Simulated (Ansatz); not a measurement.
Slab: C, a slab with vacuum.

```
CELL_PARAMETERS angstrom
2.45617 0.00000 0.00000
-1.22809 2.12711 0.00000
0.00000 0.00000 8.52380
ATOMIC_POSITIONS crystal
C 0.66667 0.33333 0.00000
C 0.33333 0.66667 0.00000
```

* Program: Ansatz 0.2.0
* Task: single point
* Functional: PBE
* Potentials or basis: Ansatz PAW
* Cutoff: 420 eV (not typed: the program's choice for these potentials)
* k mesh: 12 × 12 × 3
* Occupations: fermi-dirac, width 0.05 eV
* Spin: no spin polarisation

On this cell: largest force under 0.003 eV/Å; band gap on the k mesh none (metal or under the smearing width).

The same run follows on a disturbed copy (atoms moved at random, drawn with an rms of 0.05 Å):

```
C
1.0
     2.45617    0.00000    0.00000
    -1.22809    2.12711    0.00000
     0.00000    0.00000    8.52380
C
2
Cartesian
  1.2009 0.7120 -0.0051
  -0.0179 1.4097 -0.0086
```

Task: What does the disturbed cell give?

Result: The energy (extrapolated to zero smearing) moves by +2.3 meV/atom; largest force 0.703 eV/Å; band gap on the k mesh 0.20 eV, direct.

Forces in eV/Å, atoms in the order of the input:
```
C    0.454 -0.535 -0.058
C   -0.454  0.535  0.058
```

Stress tensor (GPa, compression positive):
```
 2.36 -0.17  0.01
-0.17  1.96 -0.01
 0.01 -0.01  0.00
```

Caveats: odd divisions of the mesh miss points on the zone boundary, where band edges often lie, so the gap on the mesh can be too wide (some runs).

A k mesh can miss the band edges.
